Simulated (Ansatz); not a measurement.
AlP, DFT, PBEsol, all-electron LAPW, scalar-relativistic (Ansatz 0.2.0), run on 1 thread of Arm Neoverse V1 on a shared host.

The cell is COD entry 9008831, as deposited and not checked against the literature; nothing was relaxed. It is an old determination, and later ones may differ.

Command: `ansatz run input.yaml --threads 1 --pin off --max-ram 2048MiB --backend cpu --events-out ev --progress --plain --runs-dir out`

```yaml
crystal:
  lattice:
    - [0.0, 2.7255, 2.7255]
    - [2.7255, 0.0, 2.7255]
    - [2.7255, 2.7255, 0.0]
  atoms:
    - { symbol: Al, position: [0.0, 0.0, 0.0] }
    - { symbol: P, position: [0.75, 0.75, 0.75] }
kpoints:
  mp_grid: { grid: [12, 12, 12] }
  band_path:
    path:
      - [0.0, 0.0, 0.0]
      - [-0.5, -0.5, 0.0]
      - [-0.375, -0.375, 0.25]
      - [-0.375, 0.0, 0.375]
      - [0.0, 0.0, 0.0]
      - [0.0, 0.0, 0.5]
      - [-0.5, -0.25, 0.25]
      - [-0.5, -0.5, 0.0]
    npoints: 5
scf:
  occupations: { method: fermi_dirac, width: 0.03 }
hamiltonian:
  xc: pbesol
  pseudopotentials: { kind: all_electron, lapw: { basis_error: 0.0005 } }
output:
  forces: true
  stress: true
  eigenvalues: true
```

Q: How large is the problem that the program sets up?

A: 72 irreducible k-points, 331 plane waves at Γ, 16 bands.

Q: Estimate the wall time and the peak memory.

A: 16 s of wall time for 6 SCF iterations, with a peak of 0.29 GiB. Times on shared machines scatter by tens of per cent.

Q: And the same cell and mesh by PAW (frozen-core files), asked for forces, stress, eigenvalues, efg and the same band path, on the same hardware?

A: 5.9 s, peak memory 0.33 GiB.
